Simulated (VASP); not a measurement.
# KCl (Fm-3m) in VASP: further runs, part 2 of 2

VASP 6.6.1. The steps go on from the part before.

## (3) Single point, r2SCAN (volume scaled by 0.91)

Contents of POSCAR:

```
KCl
1.0
    0.0000000000      3.0490933873      3.0490933873
    3.0490933873      0.0000000000      3.0490933873
    3.0490933873      3.0490933873      0.0000000000
K Cl
1 1
Direct
    0.0000000000      0.0000000000      0.0000000000
    0.5000000000      0.5000000000      0.5000000000
```

Contents of INCAR.step1:

```
SYSTEM = KCl
PREC = Accurate ; ENCUT = 520
ISMEAR = 0 ; SIGMA = 0.02
LREAL = .False. ; LASPH = .True.
NELM = 80 ; NBANDS = 15
GGA = PE ; ALGO = Normal
EDIFF = 1E-4 ; LWAVE = .True.
LCHARG = .False.
```

Contents of INCAR.step2:

```
SYSTEM = KCl
PREC = Accurate ; ENCUT = 520
EDIFF = 1E-7 ; ISMEAR = 0
SIGMA = 0.02 ; LREAL = .False.
LASPH = .True. ; NELM = 80
ALGO = Normal ; ISIF = 2
LWAVE = .False. ; LCHARG = .False.
METAGGA = R2SCAN ; LMIXTAU = .True.
NBANDS = 15 ; ISTART = 1
```

Contents of KPOINTS:

```
regular mesh
0
Gamma
  6 6 6
  0 0 0
```

Potentials or basis: VASP PAW PBE potentials, release 64 (K_sv, Cl).

Started as:

```bash
$ cat potpaw_PBE.64/K_sv/POTCAR potpaw_PBE.64/Cl/POTCAR > POTCAR
$ cp INCAR.step1 INCAR
$ mpirun -np 1 vasp_std > vasp.out
$ cp INCAR.step2 INCAR
$ mpirun -np 1 vasp_std > vasp.out
```

OUTCAR:

```text
SYSTEM = KCl
   PREC = Accurate
   ENCUT = 520
   EDIFF = 1E-7
   ISMEAR = 0
   LREAL = .False.
   LASPH = .True.
   NELM = 80
   ISIF = 2
   METAGGA = R2SCAN
   ISTART = 1

 ion  position               nearest neighbor table
   1  0.000  0.000  0.000-   2 3.05   2 3.05   2 3.05   2 3.05   2 3.05   2 3.05
   2  0.500  0.500  0.500-   1 3.05   1 3.05   1 3.05   1 3.05   1 3.05   1 3.05

  LATTYP: Found a face centered cubic cell.
 ALAT       =     6.0981867746

  Lattice vectors:

 A1 = (   0.0000000000,   3.0490933873,   3.0490933873)
 A2 = (   3.0490933873,   0.0000000000,   3.0490933873)
 A3 = (   3.0490933873,   3.0490933873,   0.0000000000)

Analysis of symmetry for initial positions (statically):
=====================================================================
 Subroutine PRICEL returns:
 Original cell was already a primitive cell.

 Routine SETGRP: Setting up the symmetry group for a
 face centered cubic supercell.

 Subroutine GETGRP returns: Found 48 space group operations
 (whereof 48 operations were pure point group operations)
 out of a pool of 48 trial point group operations.

The static configuration has the point symmetry O_h .

Analysis of symmetry for dynamics (positions and initial velocities):
=====================================================================
 Subroutine PRICEL returns:
 Original cell was already a primitive cell.

 Routine SETGRP: Setting up the symmetry group for a
 face centered cubic supercell.

 Subroutine GETGRP returns: Found 48 space group operations
 (whereof 48 operations were pure point group operations)
 out of a pool of 48 trial point group operations.

The dynamic configuration has the point symmetry O_h .

 Subroutine INISYM returns: Found 48 space group operations
 (whereof 48 operations are pure point group operations),
 and found     1 'primitive' translations

----------------------------------------------------------------------------------------

                                     Primitive cell

  volume of cell :      56.6947
[... 109 lines left out ...]
   LEPSILON=     F    determine dielectric tensor
   LRPA    =     F    only Hartree local field effects (RPA)
 non-spin polarized calculation
 Gauss-broadening in eV      SIGMA  =   0.02
  energy-cutoff  :      520.00
  volume of cell :       56.69
 maximum number of plane-waves:      1544
   NGX = 17   NGY = 17   NGZ = 17

 number of electron      16.0000001 magnetization

 Free energy of the ion-electron system (eV)
  ---------------------------------------------------
  ext. energy  EPLUGINS =         0.00000000
  ---------------------------------------------------
  free energy    TOTEN  =       -16.46840145 eV

  energy without entropy =      -16.46840145  energy(sigma->0) =      -16.46840145

 E-fermi :  -1.7624     XC(G=0):  -8.3834

 val. band max:       -1.8610375088   @ k =   0.0000   0.0000   0.0000
 cond. band min:       4.3245013983   @ k =   0.0000   0.0000   0.0000
 fundamental gap:      6.1855389071
 Fermi energy:        -1.7624194070

 k-point     1 :       0.0000    0.0000    0.0000
  band No.  band energies     occupation
      1     -29.9122      2.00000
      2     -14.6492      2.00000
      3     -12.6055      2.00000
      4     -12.6054      2.00000
      5     -12.6054      2.00000
      6      -1.8610      2.00000
      7      -1.8610      2.00000
      8      -1.8610      2.00000
      9       4.3245      0.00000
     10       7.1939      0.00000
     11       7.1939      0.00000
     12       7.1939      0.00000
     13       8.2936      0.00000
     14       8.2936      0.00000
[... 257 lines left out ...]
      2     -14.6076      2.00000
      3     -12.7767      2.00000
      4     -12.7150      2.00000
      5     -12.5438      2.00000
      6      -2.4986      2.00000
      7      -2.3577      2.00000
      8      -2.2612      2.00000
      9       5.9219      0.00000
     10       7.9373      0.00000
     11       8.5742      0.00000
     12       9.6146      0.00000
     13      10.3119      0.00000
     14      11.0304      0.00000
     15      11.8105      0.00000

------------------------ aborting loop because EDIFF is reached ----------------------------------------

  FORCE on cell =-STRESS in cart. coord.  units (eV):
  Direction    XX          YY          ZZ          XY          YZ          ZX
  --------------------------------------------------------------------------------------
  -------------------------------------------------------------------------------------
  Total        0.8052906      0.8052906      0.8052906      0.0000000     -0.0000000     -0.0000000
  in kB       22.7573162     22.7573162     22.7573162      0.0000000     -0.0000000     -0.0000000
  external PRESSURE =      22.7573162 kB  Pullay stress =       0.0000000 kB

 VOLUME and BASIS-vectors are now :
 -----------------------------------------------------------------------------
  energy-cutoff  :      520.00
  volume of cell :       56.69
      direct lattice vectors                 reciprocal lattice vectors
     0.000000000  3.049093387  3.049093387    -0.163983170  0.163983170  0.163983170
     3.049093387  0.000000000  3.049093387     0.163983170 -0.163983170  0.163983170
     3.049093387  3.049093387  0.000000000     0.163983170  0.163983170 -0.163983170

 POSITION                                       TOTAL-FORCE (eV/Angst)
 -----------------------------------------------------------------------------------
      0.00000      0.00000      0.00000        -0.000000     -0.000000     -0.000000
      3.04909      3.04909      3.04909         0.000000      0.000000      0.000000
 -----------------------------------------------------------------------------------
    total drift:                                0.000000     -0.000000     -0.000000

  FREE ENERGIE OF THE ION-ELECTRON SYSTEM (eV)
  ---------------------------------------------------
  free  energy   TOTEN  =       -16.4684014505 eV

  energy  without entropy=      -16.4684014505  energy(sigma->0) =      -16.46840145
```

OUTCAR.step1:

```text
SYSTEM = KCl
   PREC = Accurate
   ENCUT = 520
   ISMEAR = 0
   LREAL = .False.
   LASPH = .True.
[... 498 lines left out ...]
      0.00000      0.00000      0.00000        -0.000000      0.000000     -0.000000
      3.04909      3.04909      3.04909         0.000000     -0.000000      0.000000
 -----------------------------------------------------------------------------------
    total drift:                                0.000000     -0.000000     -0.000000

  FREE ENERGIE OF THE ION-ELECTRON SYSTEM (eV)
  ---------------------------------------------------
  free  energy   TOTEN  =        -6.7371781240 eV

  energy  without entropy=       -6.7371781240  energy(sigma->0) =       -6.73717812
```

Wall time 38 s (1 thread of AMD EPYC 9R45 (Zen 5), shared host); peak memory 0.16 GiB.

What came out:

```yaml
Free_energy: -16.4684 eV
Pressure: 2.3 GPa
Band_gap_on_the_k_mesh: 6.19 eV, direct
```

Levels at points of the mesh, in eV from the valence-band top:
| k point | band 6 | band 7 | band 8 | band 9 | band 10 | band 11 |
| --- | --- | --- | --- | --- | --- | --- |
| (0.00, 0.00, 0.00) | 0.00 | 0.00 | 0.00 | 6.19 | 9.05 | 9.05 |
| (0.50, 0.00, 0.00) | -1.22 | -0.41 | -0.41 | 8.41 | 9.61 | 11.62 |
| (0.50, 0.50, 0.00) | -0.73 | -0.24 | -0.24 | 6.93 | 9.67 | 11.27 |

Caveat: the PAW data sets were made with another functional, which shifts forces and pressure a little.

## (4) Single point, r2SCAN (volume scaled by 1.10)

Contents of POSCAR:

```
KCl
1.0
    0.0000000000      3.2480384149      3.2480384149
    3.2480384149      0.0000000000      3.2480384149
    3.2480384149      3.2480384149      0.0000000000
K Cl
1 1
Direct
    0.0000000000      0.0000000000      0.0000000000
    0.5000000000      0.5000000000      0.5000000000
```

Contents of INCAR.step1:

```
SYSTEM = KCl
PREC = Accurate
ENCUT = 520
ISMEAR = 0
SIGMA = 0.02
LREAL = .False.
LASPH = .True.
NELM = 60
NBANDS = 15
GGA = PE
ALGO = Normal
EDIFF = 1E-4
LWAVE = .True.
LCHARG = .False.
```

Contents of INCAR.step2:

```
SYSTEM = KCl
PREC = Accurate
ENCUT = 520
EDIFF = 1E-7
ISMEAR = 0
SIGMA = 0.02
LREAL = .False.
LASPH = .True.
NELM = 60
ALGO = Normal
ISIF = 2
LWAVE = .False.
LCHARG = .False.
METAGGA = R2SCAN
LMIXTAU = .True.
NBANDS = 15
ISTART = 1
```

Contents of KPOINTS:

```
Automatic mesh
0
Gamma
  6 6 6
  0 0 0
```

Started as:

```bash
$ cat potpaw_PBE.64/K_sv/POTCAR potpaw_PBE.64/Cl/POTCAR > POTCAR
$ cp INCAR.step1 INCAR
$ mpirun -np 1 vasp_std > vasp.out
$ cp INCAR.step2 INCAR
$ mpirun -np 1 vasp_std > vasp.out
```

It took 59 s on 1 thread of AMD EPYC 9R45 (Zen 5), shared host; peak memory 0.19 GiB.

The run converged. Its results:

| Quantity | Value |
| --- | --- |
| Free energy | -16.4768 eV |
| Pressure | -1.5 GPa |
| Band gap on the k mesh | 5.51 eV, direct |

Levels at points of the mesh, in eV from the valence-band top:
```
           k point  band 5  band 6  band 7  band 8  band 9  band 10  band 11  band 12
(0.00, 0.00, 0.00)  -11.20    0.00    0.00    0.00    5.51     8.98     8.98     8.98
(0.50, 0.00, 0.00)  -11.03   -0.89   -0.25   -0.25    7.85     8.86    11.01    11.01
(0.50, 0.50, 0.00)  -11.24   -0.60   -0.20   -0.20    7.10     8.78    10.13    10.92
```

Caveat: the PAW data sets were made with another functional, which shifts forces and pressure a little.

## (5) Summary

| cell | gap on the mesh (eV) | pressure (GPa) |
| --- | --- | --- |
| a = 4.450 Å, angles 60.0°, 2 atoms | 5.83 | 0.0 |
| a = 4.312 Å, angles 60.0°, 2 atoms | 6.19 | 2.3 |
| a = 4.593 Å, angles 60.0°, 2 atoms | 5.51 | -1.5 |

Alike in all rows: task single point; level r2SCAN; potentials or basis VASP PAW PBE potentials, release 64 (K_sv, Cl); no spin polarisation; k mesh 6 × 6 × 6; cutoff (eV) 520; smearing gaussian 0.02 eV.

Caveats: the PAW data sets were made with another functional, which shifts forces and pressure a little.

Total energies depend on the potentials used, so only differences within one code and one set of settings carry meaning.

## (6) How close it comes

Step 2. Against the measured gap of KCl, 8.68 eV (a printed reference work, monograph), the calculated 5.83 eV is off by -2.85 eV. The value is that of r2SCAN, without temperature or zero-point motion.
